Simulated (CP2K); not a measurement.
AlN: band structure with revPBE

**What was measured.**

From “Structural and optical properties of self-assembled AlN nanowires grown on SiO2/Si substrates by molecular beam epitaxy”, 2024, arxiv:2402.00216, for a bulk crystal of AlN at 0 K: band gap 6.0343 eV (an exciton energy, a little under the gap).

The system is AlN.

```
Al N
1.0
     3.11300    0.00000    0.00000
    -1.55650    2.69594    0.00000
     0.00000    0.00000    4.98100
Al N
2 2
Direct
  0.66667 0.33333 0.50000
  0.33333 0.66667 0.00000
  0.66667 0.33333 0.88000
  0.33333 0.66667 0.38000
```

```
Program                                : CP2K 2026.2
Task                                   : band structure
Functional                             : revPBE
Potentials or basis                    : POTENTIAL_UZH Al GTH-PBE-q3, N GTH-PBE-q5; TZVP-MOLOPT-PBE-GTH basis
Density cutoff                         : 9184 eV
k mesh                                 : 10 × 10 × 6
Occupations                            : fermi-dirac, width 0.05 eV
Spin                                   : no spin polarisation
SCF solver                             : diagonalisation with k points
Quickstep method                       : GPW
EPS_DEFAULT                            : 1.0E-9
EPS_SCF                                : 1.0E-6
MAX_SCF                                : 100
SCF_GUESS                              : ATOMIC
k points reduced by the point group    : yes
Mesh centred on Gamma                  : yes
CHOLESKY                               : OFF
EPS_EIGVAL                             : 1.0E-7
MIXING METHOD                          : BROYDEN_MIXING
MIXING ALPHA                           : 0.4
NBUFFER                                : 8
NGRIDS                                 : 5
Basis sets                             : Al TZVP-MOLOPT-PBE-GTH-q3, N TZVP-MOLOPT-PBE-GTH-q5
Potentials                             : Al GTH-PBE-q3 of POTENTIAL_UZH, N GTH-PBE-q5 of POTENTIAL_UZH
ADDED_MOS                              : [14]
Points a segment of the path (NPOINTS) : 8
Bands added on the path                : 4
REL_CUTOFF (Ry)                        : 60 Ry
MIXING BETA (1/bohr)                   : 1.5 1/bohr
CUTOFF of the grids                    : 675 Ry
```

* Pressure: 2.9 GPa
* Largest force: 0.135 eV/Å
* Band gap on the k mesh: 4.29 eV, direct
* Band gap along the path: 4.29 eV, direct
* Mulliken charges: Al +1.67; N -1.67 e

Forces on the atoms (eV/Å):
```
Al   0.000  0.000 -0.135
Al   0.000  0.000 -0.135
N    0.000  0.000  0.130
N    0.000  0.000  0.130
```

Stress tensor (GPa, compression positive):
```
2.37 0.00 0.00
0.00 2.37 0.00
0.00 0.00 3.95
```

Levels at the corners of the path, in eV from the valence-band top:
```csv
point,band 4,band 5,band 6,band 7,band 8,band 9,band 10,band 11,band 12,band 13
Γ,-0.84,-0.84,-0.18,-0.18,0.00,4.29,6.76,10.71,11.38,11.38
M,-4.13,-3.34,-2.07,-1.77,-0.66,5.89,5.91,8.37,10.40,11.13
K,-3.76,-3.76,-2.42,-2.38,-2.38,5.16,8.47,9.82,9.82,11.58
Γ,-0.84,-0.84,-0.18,-0.18,0.00,4.29,6.76,10.71,11.38,11.38
A,-3.32,-0.52,-0.52,-0.52,-0.52,6.54,6.54,10.48,10.48,11.63
L,-5.58,-1.44,-1.44,-1.35,-1.35,5.41,5.41,9.39,9.39,11.89
H,-4.82,-3.83,-3.83,-0.78,-0.78,7.53,7.53,7.93,7.93,11.93
A,-3.32,-0.52,-0.52,-0.52,-0.52,6.54,6.54,10.48,10.48,11.63
L,-5.58,-1.44,-1.44,-1.35,-1.35,5.41,5.41,9.39,9.39,11.89
M,-4.13,-3.34,-2.07,-1.77,-0.66,5.89,5.91,8.37,10.40,11.13
K,-3.76,-3.76,-2.42,-2.38,-2.38,5.16,8.47,9.82,9.82,11.58
H,-4.82,-3.83,-3.83,-0.78,-0.78,7.53,7.53,7.93,7.93,11.93
```

Run time: 60 s on 1 thread of Arm Neoverse V1 (shared host), peak memory 0.41 GiB.

Against the measured gap of AlN, 6.0343 eV (an exciton energy, a little under the gap; 0 K; quoted in “Structural and optical properties of self-assembled AlN nanowires grown on SiO2/Si substrates by molecular beam epitaxy”, 2024, arxiv:2402.00216), the calculated 4.29 eV is off by -1.74 eV. 2 values of this kind are on record (6.034 to 6.0343 eV); this one was drawn at random. The value is that of revPBE in an atomic basis (POTENTIAL_UZH Al GTH-PBE-q3, N GTH-PBE-q5; TZVP-MOLOPT-PBE-GTH basis), whose error adds to the functional's,, without temperature or zero-point motion. Semilocal functionals fall short of measured gaps as a rule.

Caveat: Mulliken charges move with the basis; the potentials were made for another functional, which shifts forces and pressure; the basis of atomic orbitals isn't converged, which shifts pressures, moduli and gaps.
